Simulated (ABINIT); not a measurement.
A run of ABINIT 10.8.3 (patched build) is set up as follows.

run.abi

```
# Pseudopotentials
pp_dirpath "./"
pseudos "Nb.GGA_PBE-JTH.xml"

# Structure
acell 3*1.0 Angstrom
rprim
    -1.6639500000     1.6639500000     1.6639500000
     1.6639500000    -1.6639500000     1.6639500000
     1.6639500000     1.6639500000    -1.6639500000
ntypat 1
znucl 41
natom 1
typat 1
chkprim 0
chksymtnons 0
tolsym 1.0e-6
xred
            0.0            0.0            0.0

# Plane-wave basis
ecut 16.0
pawecutdg 32.0
pawxcdev 0
ecutsm 0.5

# k points
kptopt 1
ngkpt 8 8 8
nshiftk 1
shiftk 0.0 0.0 0.0

# Exchange and correlation
ixc -120135

# Bands and occupations
nband 11
occopt 3
tsmear 0.00183747

# SCF cycle
nstep 80
tolvrs 1.0e-10

# Output
iomode 3
prteig 0
prtebands 0
prtwf 0
prtden 0

# Relaxation
ionmov 2
optcell 2
ntime 50
tolmxf 2.0e-5
dilatmx 1.08
```

Potentials or basis: JTH PAW PBE v2.0.

Command:

```bash
$ mpirun --bind-to none -np 4 abinit run.abi > log 2>&1
```

(1) What does it give for the relaxed volume?

(2) Predict the space group after relaxing (to 0.05 Å).

(3) What does it give for the band gap on the k mesh?

## Answers

(1) 17.54 Å³/atom.

(2) Im-3m (No. 229).

(3) none (metal or under the smearing width).

Caveat: the PAW data sets were made with another functional, which shifts forces and pressure a little.
